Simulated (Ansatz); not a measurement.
## In2O3 with kpoints.mp_grid.grid, scf.occupations.method, scf.occupations.width changed

All numbers are calculated (PBEsol, no spin polarisation, no spin-orbit coupling; Ansatz, PAW set soft_2, 420 eV, k-mesh 2×2×2 shifted by half a step), not measured. These are the settings of the reference run.

Cell:

```
cell
1.0
    -5.5124   -3.1826    4.8457
     5.5124   -3.1826    4.8457
     0.0000    6.3652    4.8457
In O
16 24
Direct
  0.6426 0.6426 0.6426
  0.1426 0.1426 0.6426
  0.1426 0.6426 0.1426
  0.6426 0.1426 0.1426
  0.8574 0.8574 0.8574
  0.3574 0.3574 0.8574
  0.3574 0.8574 0.3574
  0.8574 0.3574 0.3574
  0.3574 0.3574 0.3574
  0.8574 0.8574 0.3574
  0.8574 0.3574 0.8574
  0.3574 0.8574 0.8574
  0.1426 0.1426 0.1426
  0.6426 0.6426 0.1426
  0.6426 0.1426 0.6426
  0.1426 0.6426 0.6426
  0.6021 0.2500 0.3979
  0.1021 0.7500 0.3979
  0.1021 0.2500 0.8979
  0.6021 0.7500 0.8979
  0.2500 0.3979 0.6021
  0.7500 0.8979 0.6021
  0.7500 0.3979 0.1021
  0.2500 0.8979 0.1021
  0.3979 0.6021 0.2500
  0.8979 0.1021 0.2500
  0.8979 0.6021 0.7500
  0.3979 0.1021 0.7500
  0.3979 0.7500 0.6021
  0.8979 0.2500 0.6021
  0.8979 0.7500 0.1021
  0.3979 0.2500 0.1021
  0.6021 0.3979 0.7500
  0.1021 0.8979 0.7500
  0.1021 0.3979 0.2500
  0.6021 0.8979 0.2500
  0.7500 0.6021 0.3979
  0.2500 0.1021 0.3979
  0.2500 0.6021 0.8979
  0.7500 0.1021 0.8979
```

The reference run of this cell is solved again as a single point with these keys changed:

| key | reference run | changed run |
| --- | --- | --- |
| kpoints.mp_grid.grid | [2, 2, 2] | [1, 1, 1] |
| scf.occupations.method | gaussian | fermi_dirac |
| scf.occupations.width | 0.02 | 0.3 |

Problem. Does this change matter?

Solution. 

| quantity | reference run | changed run |
| --- | --- | --- |
| energy, changed less reference (meV an atom) | 0 | -3.6 |
| pressure (GPa) | 0.0 | -0.1 |
| largest force (eV/Å) | 0.00 | 0.03 |
| gap on the mesh (eV) | 2.53 | 4.33 |

The energy moves by 3.6 meV an atom (0.14 eV for the cell); most telling is the gap on the mesh, from 2.53 to 4.33. It took 7 iterations from the trained starting density. A gap taken on a mesh is an upper bound, since the band edges can lie between its points.

Caveats: a single point, atoms not relaxed again; semilocal functionals make gaps too small and can close them.
